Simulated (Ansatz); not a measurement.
Input and command of a plane-wave DFT calculation in Ansatz:

```yaml
crystal:
  lattice:
    - [-1.63384, 1.63384, 1.50816]
    - [1.63384, -1.63384, 1.50816]
    - [1.63384, 1.63384, -1.50816]
  atoms:
    - { symbol: Mo, position: [0.0, 0.0, 0.0] }
basis:
  ecutwfc: 420
kpoints:
  mp_grid: { grid: [22, 22, 22] }
hamiltonian:
  xc: pbe
scf:
  occupations: { method: gaussian, width: 0.15 }
output:
  forces: true
  stress: true
  eigenvalues: true
```

```bash
ansatz run input.yaml --threads 1 --pin off --max-ram 2560MiB --backend cpu --events-out ev --progress --plain --runs-dir out
```

Processor: Intel(R) Xeon(R) Processor @ 2.50GHz (Skylake/Cascade Lake), 1 thread, on a host shared with other jobs.

Task: Estimate time, memory and problem size.

Result: About 14 s on 1 thread of Intel(R) Xeon(R) Processor @ 2.50GHz (Skylake/Cascade Lake) (shared host), peak memory 0.44 GiB. It solves 11 bands at 834 k points (the mesh reduced by symmetry) with about 313 plane waves, in 6 SCF iterations.
